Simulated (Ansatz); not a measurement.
# Ge (Fd-3m) in Ansatz: further runs

The runs below take Ge through band structure, with PBEsol.

Everything below comes from runs of Ansatz 0.2.0. Logs are shortened: lines on timing, memory, paths and dates and some standing lists are left out, and cuts for length are marked.

**What was measured.**

From “Electronic and optical properties of SixGe1-x-ySny alloys lattice-matched to Ge”, 2021, arxiv:2109.02782, for a bulk crystal of Ge at 300 K: band gap 0.807 eV (direct).

“Temperature-dependent photoluminescence in Ge: experiment and theory”, 2020, arxiv:2003.00143 reports, for a bulk crystal of Ge at 0 K: band gap 0.744 eV (indirect).

The runs below are set against these values where they give the same quantity.

## (1) The structure

It takes space group Fd-3m (No. 227, cubic). Conventional cell: a = 5.658 Å, b = 5.658 Å, c = 5.658 Å, α = 90.00°, β = 90.00°, γ = 90.00°. Ge (site symmetry -43m) has 4 Ge at 2.45 Å as nearest neighbours.

## (2) Band structure, PBEsol

Contents of input.yaml:

```yaml
crystal:
  lattice:
    - [0.0, 2.82891, 2.82891]
    - [2.82891, 0.0, 2.82891]
    - [2.82891, 2.82891, 0.0]
  atoms:
    - { symbol: Ge, position: [0.75, 0.75, 0.75] }
    - { symbol: Ge, position: [0.5, 0.5, 0.5] }
kpoints:
  mp_grid: { grid: [8, 8, 8] }
  band_path:
    path:
      - [0.0, 0.0, 0.0]
      - [0.5, 0.0, 0.5]
      - [0.5, 0.25, 0.75]
      - [0.375, 0.375, 0.75]
      - [0.0, 0.0, 0.0]
      - [0.5, 0.5, 0.5]
      - [0.625, 0.25, 0.625]
      - [0.5, 0.25, 0.75]
    npoints: 6
scf:
  occupations: { method: fermi_dirac, width: 0.05 }
hamiltonian:
  xc: pbesol
  pseudopotentials: { kind: all_electron, lapw: { basis_error: 0.001 } }
output:
  forces: true
  stress: true
  eigenvalues: true
```

Potentials or basis: all-electron LAPW, scalar-relativistic.

Run with:

```
$ ansatz run input.yaml --threads 1 --pin off --max-ram 3072MiB --backend cpu --events-out ev --progress --plain --runs-dir out
```

Standard output:

```text
Warning: RAYON_NUM_THREADS=1 ignored (pool sized by the plan → 1); use --threads N
LAPW: plane waves up to 9.115 Å⁻¹, error target 1.0e-3 eV per atom; small_component_spin mean_spin; Ge in spheres of 1.225 Å, 22 of its electrons in bands, Dirac shells [] (how accurate: hamiltonian.pseudopotentials.lapw.basis_error, Limitations)
Engine: ansatz 0.2.0, aarch64-unknown-linux-gnu
Pseudopotentials: kind: all_electron
Pseudopotential: Ge, LAPW, valence charge 22, lapw/all_electron/scalar/gaussian/Ge, Koelling and Harmon's equation, gaussian nucleus
Functional definition: PBEsol
  exchange = pbesol_x
  correlation = pbesol_c
Crystal: 2 atoms, lattice volume = 45.278 Å³
Basis set: ecut = 316.52810249866894 eV, 561 PW (Γ), exchange–correlation at level 2
Bands: 27, of which v1, the nominal top of the filled ones, is band 22 counted from 1 (21 counted from 0)
Symmetry: 48 space group operations
Space group: Fd-3m (ITA 227), of the structure as read, at distance tolerance 3.6e-5 Å
k-points: 29 of 512
Non-local potential: Ge, projectors of the file, none
Initial density: superposition of atomic densities (chi_scale 0.1, normalization cell)
Initial wavefunctions: plane waves of lowest kinetic energy (no species holds an atomic orbital)
Functional: x = pbesol(κ = 0.804, μ = 0.12345679012345678), c = pbesol(β = 0.046)
iter 1 solved again at ethr=9.36e-4 eV; its pass at ethr=1.00e-1 eV (dr2=4.12e-1 eV) is discarded
SCF iter   1: F=—  HF=-114149.784015 eV  |F-HF|=—  |Δ(HF+E_count)|=         —  Δρ=2.89e-2  dr2=4.14e-1  ethr=9.36e-4  ⟨swp⟩=2.2  Hψ=4818  notcnv=0
preconditioner: auto → none  [insulator: Δε(μ)=0.215 eV  Ē_g=24.226 eV  σ=0.050 eV  W_gap=0.60  n_scr=14 (ndim 8)  ℏωp=29.2 eV  f_vac=0.091  D(μ)=0.07/eV (n_scr^D=0)  ε∞_Penn≈2.5]
SCF iter   2: F=—  HF=-114149.683810 eV  |F-HF|=—  |Δ(HF+E_count)|=   1.00e-1  Δρ=1.26e-2  dr2=7.35e-2  ethr=9.36e-4  ⟨swp⟩=2.0  Hψ=2320  notcnv=0
iter 3 solved again at ethr=6.69e-7 eV; its pass at ethr=1.67e-4 eV (dr2=2.94e-4 eV) is discarded
SCF iter   3: F=—  HF=-114149.670788 eV  |F-HF|=—  |Δ(HF+E_count)|=   1.30e-2  Δρ=1.13e-3  dr2=2.97e-4  ethr=6.69e-7  ⟨swp⟩=2.8  Hψ=3977  notcnv=0
SCF iter   4: F=—  HF=-114149.666753 eV  |F-HF|=—  |Δ(HF+E_count)|=         —  Δρ=4.30e-4  dr2=4.53e-5  ethr=6.69e-7  ⟨swp⟩=3.0  Hψ=2353  notcnv=0
the basis was enlarged: its passes take 144.7 KiB over the memory plan, 1 of 1 planned eigensolver slots
SCF iter   5: F=—  HF=-114149.666769 eV  |F-HF|=—  |Δ(HF+E_count)|=   1.66e-5  Δρ=6.01e-5  dr2=1.04e-6  ethr=1.03e-7  ⟨swp⟩=3.0  Hψ=2238  notcnv=0
SCF iter   6: F=-114149.666771 eV  HF=-114149.666771 eV  |F-HF|=2.14e-8  |Δ(HF+E_count)|=   1.73e-6  Δρ=6.75e-6  dr2=1.46e-8  ethr=2.37e-9  ⟨swp⟩=3.0  Hψ=2296  notcnv=0
SCF 1 converged in 6 iterations: F = -114149.666771 eV  dr2 = 1.46e-8
NSCF: frozen V_eff on 43 k-points
SCF converged after 6 iterations
Free energy (F): -114149.666771 eV
Harris-Foulkes:  -114149.666771 eV  (|F-HF|=2.14e-8)
Internal energy: -114149.665846 eV  (E = F + TS)
E sigma→0 (E₀):  -114149.666308 eV
Entropy (-TS):   -0.000925 eV (-0.462 meV/atom)
Fermi energy:    9.875829 eV
--- Per-component energies (eV) ---
  E_band       = -2087.233555
  E_kinetic    = 116531.831473
  E_xc         = -4256.205789
  E_electrostatic = -226425.291530  (all electrons and nuclei)
  E_smearing   = -0.000925  (= −TS)
  E_closure    = 0.000000  (closes the sum)
  E_atoms      = -114139.838039  (free atoms, spherical and without spin; not in F)
  Σ components = -114149.666771   (vs F -114149.666771, Δ=0.00e0)
  Basis errors (estimates in eV, not in F): energy 4.3e-4 per atom: plane waves 4.0e-4 (2.3e-4 summed), levels above the bands 1.6e-66, relativity 1.3e-8, radial functions 3.7e-5, core shells 6.6e-11; eigenvalues (radial functions only) 4.2e-7; not estimated: angular momenta, meshes, grids; target (lapw.basis_error) 1.0e-3; muffin-tin radii Ge 1.225 Å
--- Forces (eV/Å), atoms counted from 1 ---
  atom   1  Ge     0.00000000     0.00000000     0.00000000
  atom   2  Ge     0.00000000     0.00000000    -0.00000000
  max |Σ_I F_I| component: 1.16e-18 eV/Å
--- Stress (GPa, compression-positive) ---
        0.645380       0.000000      -0.000000
        0.000000       0.645380      -0.000000
       -0.000000      -0.000000       0.645380
  P = ⅓ Tr σ = 0.6454 GPa (6.454 kbar)
--- Band table (eV; the first three rows and the last of 29) ---
  k-point 0: bands = ["-153.5429", "-153.5405", "-100.8549", "-100.8549", "-100.8549", "-100.8461", "-100.8461", "-100.8461", "-14.9565", "-14.9565", "-14.9565", "-14.9205", "-14.9205", "-14.7085", "-14.7085", "-14.7085", "-14.6957", "-14.6957", "-2.9387", "9.8445", "9.8556", "9.8556", "9.8556", "12.3833", "12.3833", "12.3833", "16.0809"]
  k-point 1: bands = ["-153.5429", "-153.5406", "-100.8550", "-100.8550", "-100.8547", "-100.8463", "-100.8460", "-100.8460", "-14.9646", "-14.9646", "-14.9540", "-14.9091", "-14.9091", "-14.7208", "-14.7208", "-14.7115", "-14.6852", "-14.6852", "-2.7480", "7.4834", "9.5186", "9.5186", "10.8554", "12.8331", "12.8331", "13.3025", "17.0366"]
  k-point 2: bands = ["-153.5427", "-153.5408", "-100.8552", "-100.8552", "-100.8544", "-100.8466", "-100.8458", "-100.8458", "-14.9747", "-14.9747", "-14.9478", "-14.8918", "-14.8918", "-14.7347", "-14.7347", "-14.7188", "-14.6748", "-14.6748", "-2.1945", "5.1190", "8.9702", "8.9702", "10.4718", "13.4605", "13.4605", "15.4261", "17.7094"]
  k-point 28: bands = ["-153.5417", "-153.5417", "-100.8560", "-100.8560", "-100.8505", "-100.8505", "-100.8450", "-100.8450", "-15.0043", "-15.0043", "-14.8621", "-14.8621", "-14.8132", "-14.8132", "-14.7809", "-14.7809", "-14.6417", "-14.6417", "1.0554", "1.0554", "5.9190", "5.9190", "14.1400", "14.1400", "14.4885", "14.4885", "20.8204"]
```

bands.tsv:

```text
# k_distance	band_0	band_1	band_2	band_3	band_4	band_5	band_6	band_7	band_8	band_9	band_10	band_11	band_12	band_13	band_14	band_15	band_16	band_17	band_18	band_19	band_20	band_21	band_22	band_23	band_24	band_25	band_26
# fermi_ev = 9.875829
[... 53 lines left out ...]
5.205325	-163.417610	-163.417507	-110.731835	-110.731781	-110.726571	-110.726086	-110.720872	-110.720819	-24.881126	-24.878561	-24.745716	-24.731675	-24.693098	-24.684090	-24.662356	-24.650287	-24.519004	-24.516599	-8.993711	-8.651826	-4.085427	-3.781886	3.590219	4.270146	4.953646	4.997324	10.509385
5.270764	-163.417558	-163.417558	-110.731811	-110.731811	-110.726328	-110.726328	-110.720843	-110.720843	-24.880136	-24.880136	-24.737910	-24.737910	-24.688992	-24.688992	-24.656702	-24.656702	-24.517525	-24.517525	-8.820422	-8.820422	-3.956799	-3.956799	4.264144	4.264144	4.612665	4.612665	10.944618
```

It took 13 s on 1 thread of Arm Neoverse V1, shared host; peak memory 0.28 GiB.

Results:

```yaml
Free_energy: -114149.6668 eV
Pressure: 0.6 GPa
Band_gap_along_the_path: none (metal or under the smearing width)
```

Levels at the corners of the path, in eV from the Fermi level:
```csv
point,band 20,band 21,band 22,band 23,band 24,band 25
Γ,-0.03,-0.02,-0.02,-0.02,2.51,2.51
X,-8.92,-3.11,-3.11,0.64,0.64,9.46
W,-8.82,-3.96,-3.96,4.26,4.26,4.61
K,-8.33,-4.39,-2.66,1.06,4.00,7.14
Γ,-0.03,-0.02,-0.02,-0.02,2.51,2.51
L,-7.65,-1.43,-1.43,0.10,3.68,3.68
U,-8.33,-4.39,-2.66,1.06,4.00,7.14
W,-8.82,-3.96,-3.96,4.26,4.26,4.61
```

## (3) Band structure, PBEsol

Changes to input.yaml since step 2:

```diff
@@ -25,3 +25,6 @@
   xc: pbesol
-  pseudopotentials: { kind: all_electron, lapw: { basis_error: 0.001 } }
+  pseudopotentials:
+    kind: all_electron
+    lapw: { basis_error: 0.001 }
+    relativity: none
 output:
```

Potentials or basis: all-electron LAPW, non-relativistic.

Run with:

```
$ ansatz run input.yaml --threads 1 --pin off --max-ram 3072MiB --backend cpu --events-out ev --progress --plain --runs-dir out
```

Wall time 13 s (1 thread of Arm Neoverse V1, shared host); peak memory 0.28 GiB.

It converged, with:

* Free energy: -112944.6525 eV
* Pressure: 1.0 GPa
* Band gap on the k mesh: 0.46 eV, indirect (least direct gap 0.70 eV)
* Band gap along the path: 0.46 eV, indirect (least direct gap 0.70 eV)

Levels at the corners of the path, in eV from the valence-band top:
```
point  band 18  band 19  band 20  band 21  band 22  band 23  band 24  band 25  band 26  band 27
    Γ   -25.32   -12.52     0.00     0.00     0.00     0.70     2.52     2.52     2.52     6.42
    X   -25.28    -8.60    -8.60    -3.09    -3.09     0.73     0.73     9.53     9.53    11.68
    W   -25.27    -8.49    -8.49    -3.94    -3.94     4.43     4.43     4.60     4.60    10.97
    K   -25.26    -9.06    -8.01    -4.38    -2.64     1.15     4.08     7.29     7.36     8.14
    Γ   -25.32   -12.52     0.00     0.00     0.00     0.70     2.52     2.52     2.52     6.42
    L   -25.29   -10.39    -7.44    -1.40    -1.40     0.46     3.67     3.67     6.96    10.49
    U   -25.26    -9.06    -8.01    -4.38    -2.64     1.15     4.08     7.29     7.36     8.14
    W   -25.27    -8.49    -8.49    -3.94    -3.94     4.43     4.43     4.60     4.60    10.97
```

Caveat: relativity is left out, which matters for the heavier elements.

## (4) Comparison with measurements

Step 2. A measured gap of Ge is 0.807 eV (direct; 300 K; “Electronic and optical properties of SixGe1-x-ySny alloys lattice-matched to Ge”, 2021, arxiv:2109.02782); the calculated 0.00 eV misses it by -0.81 eV. 3 values of this kind are on record (0.666 to 0.807 eV); this one was drawn at random among those near their median. Spin-orbit coupling on Ge is left out. The value is that of PBEsol, without temperature or zero-point motion. Semilocal functionals fall short of measured gaps as a rule.

Step 3. Against the measured gap of Ge, 0.744 eV (indirect; 0 K; “Temperature-dependent photoluminescence in Ge: experiment and theory”, 2020, arxiv:2003.00143), the calculated 0.46 eV is off by -0.29 eV. 2 values of this kind are on record (0.666 to 0.744 eV); this one was drawn at random. Spin-orbit coupling on Ge is left out. The value is that of PBEsol, without temperature or zero-point motion. Semilocal functionals fall short of measured gaps as a rule.
